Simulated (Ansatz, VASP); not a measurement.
# Two plane-wave programs on Al3Au

```
Au Al
1.0
    -1.98399    1.98399    3.97379
     1.98399   -1.98399    3.97379
     1.98399    1.98399   -3.97379
Au Al
1 3
Direct
  0.00000 0.00000 0.00000
  0.50000 0.50000 0.00000
  0.25000 0.75000 0.50000
  0.75000 0.25000 0.50000
```

Change from the starting cell: volume scaled by 0.94.

Alike in both runs: task single point; functional r2SCAN; k mesh 9 × 9 × 9; occupations fermi-dirac, width 0.05 eV; no spin polarisation.

```csv
,VASP,Ansatz
version,VASP 6.6.1,Ansatz 0.2.0
potentials or method,"VASP PAW PBE potentials, release 64 (Au, Al)",Ansatz PAW
plane-wave cutoff (eV),520,500
valence electrons in the cell,20,28
```

VASP gave:

* gap on the k mesh at the Fermi level (eV): none
* pressure (GPa): 3.6
* largest component of the traceless stress (GPa): 0.16

Problem. What did Ansatz give for the same quantities?

Solution. gap on the k mesh at the Fermi level (eV): none; pressure (GPa): 4.0; largest component of the traceless stress (GPa): 0.16.

A gap of «none» marks a metal or a gap that the smearing closes. The functional is the same, so the differences come from potentials, cutoffs and numerics. The two sets of potentials don't hold the same shells in valence.

Caveats: the PAW data sets were made with another functional, which shifts forces and pressure a little (VASP); the PAW data sets come from PBE, with cores solved anew for the run's functional, which leaves a small shift of forces and pressure (Ansatz). Spin-orbit coupling is left out, which matters for the levels of Au.
